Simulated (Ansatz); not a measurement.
# PtS2 (P-3m1) in Ansatz: a run that goes wrong, beside a sound one

A flawed run on PtS2 and a sound one for comparison.

All numbers are computed with Ansatz 0.2.0; they aren't measurements. Logs are shortened: lines on timing, memory, paths and dates and some standing lists are left out, and cuts for length are marked.

### Step 1. The structure

Symmetry: P-3m1, No. 164, trigonal system. Conventional cell: a = 3.543 Å, b = 3.543 Å, c = 5.039 Å, α = 90.00°, β = 90.00°, γ = 120.00°. Pt (site symmetry -3m) is surrounded by 6 S at 2.34 Å. S (site symmetry 3m) is surrounded by 3 Pt at 2.34 Å.

### Step 2. A run with an altered input

input.yaml

```yaml
crystal:
  lattice:
    - [3.5432, 0.0, 0.0]
    - [-1.7716, 3.0685012107, 0.0]
    - [0.0, 0.0, 5.0388]
  atoms:
    - { symbol: Pt, position: [0.0, 0.0, 0.0] }
    - { symbol: S, position: [0.6666666667, 0.3333333333, 0.773] }
    - { symbol: S, position: [0.3333333333, 0.6666666667, 0.227] }
hamiltonian:
  xc: pbe
  pseudopotentials: { kind: paw }
kpoints:
  mp_grid: { grid: [9, 9, 5] }
  band_path:
    path:
      - [[0.0, 0.0, 0.0], [0.5, 0.0, 0.0], [0.3333333333, 0.3333333333, 0.0], [0.0, 0.0, 0.0], [0.0, 0.0, 0.5], [0.5, 0.0, 0.5], [0.3333333333, 0.3333333333, 0.5], [0.0, 0.0, 0.5]]
      - [[0.5, 0.0, 0.5], [0.5, 0.0, 0.0]]
      - [[0.3333333333, 0.3333333333, 0.0], [0.3333333333, 0.3333333333, 0.5]]
    npoints: 14
scf:
  occupations: { method: fermi_dirac, width: 0.05 }
  n_extra_bands: 7
  max_iter: 50
output:
  forces: true
  stress: true
  eigenvalues: true
  fatbands: false
basis:
  ecutwfc: "20 eV"
```

Potentials or basis: Ansatz PAW.

Command:

```
> ansatz run input.yaml --threads 2 --pin off --max-ram 5632MiB --backend cpu --events-out ev --progress --plain --runs-dir out
```

Standard output:

```text
Error: inconsistent input (scf.n_extra_bands, basis.ecutwfc, kpoints): n_bands = 22 exceeds the smallest per-k basis n_pw = 9 (k-point 0, counted from 0 among those solved) — raise basis.ecutwfc
```

Run time: 0.05 s. Hardware: 2 threads of Arm Neoverse V1, shared host; peak memory 0.075 GiB.

The input was rejected before any iteration. The fault, put in on purpose: a cutoff far too low (basis.ecutwfc = 20 eV).

### Step 3. Band structure, PBE

Edit input.yaml of step 2 so:

```diff
@@ -23,3 +23,2 @@
   n_extra_bands: 7
-  max_iter: 50
 output:
@@ -28,4 +27,2 @@
   eigenvalues: true
-  fatbands: false
-basis:
-  ecutwfc: "20 eV"
+  fatbands: true
```

Potentials or basis: Ansatz PAW.

Command:

```
> ansatz run input.yaml --threads 2 --pin off --max-ram 5632MiB --backend cpu --events-out ev --progress --plain --runs-dir out
```

Run time: 4.1 s. Hardware: 2 threads of Arm Neoverse V1, shared host; peak memory 0.34 GiB.

Results (log left out):

| Quantity | Value |
| --- | --- |
| Free energy | -14328.0577 eV |
| Pressure | 11.6 GPa |
| Largest force | 1.257 eV/Å |
| Band gap on the k mesh | 1.02 eV, indirect (least direct gap 1.07 eV) |
| Band gap along the path | 1.02 eV, indirect (least direct gap 1.54 eV) |

Forces in eV/Å, atoms in the order of the input:
```
Pt   0.000  0.000  0.000
S    0.000  0.000 -1.257
S    0.000  0.000  1.257
```

Stress tensor (GPa, compression positive):
```
12.18  0.00  0.00
 0.00 12.18  0.00
 0.00  0.00 10.42
```

Levels at the corners of the path, in eV from the valence-band top:
| point | band 13 | band 14 | band 15 | band 16 | band 17 | band 18 |
| --- | --- | --- | --- | --- | --- | --- |
| Γ | -1.12 | -1.12 | -0.10 | 2.49 | 2.49 | 4.80 |
| M | -3.20 | -2.97 | -2.31 | 1.81 | 2.87 | 5.53 |
| K | -2.67 | -1.46 | -1.46 | 1.07 | 1.07 | 5.71 |
| Γ | -1.12 | -1.12 | -0.10 | 2.49 | 2.49 | 4.80 |
| A | -1.30 | -1.30 | -0.87 | 2.96 | 2.96 | 5.47 |
| L | -3.08 | -2.69 | -1.34 | 2.12 | 2.39 | 5.40 |
| H | -3.52 | -1.85 | -1.85 | 2.26 | 2.26 | 7.26 |
| A | -1.30 | -1.30 | -0.87 | 2.96 | 2.96 | 5.47 |
| L | -3.08 | -2.69 | -1.34 | 2.12 | 2.39 | 5.40 |
| M | -3.20 | -2.97 | -2.31 | 1.81 | 2.87 | 5.53 |
| K | -2.67 | -1.46 | -1.46 | 1.07 | 1.07 | 5.71 |
| H | -3.52 | -1.85 | -1.85 | 2.26 | 2.26 | 7.26 |

Caveat: spin-orbit coupling is left out, which moves the levels of the heavy elements; forces of over 1 eV/Å show positions far from the minimum, so gaps and moduli don't describe the material at rest. A hybrid or GW would open this gap; PBE tends to underestimate it.
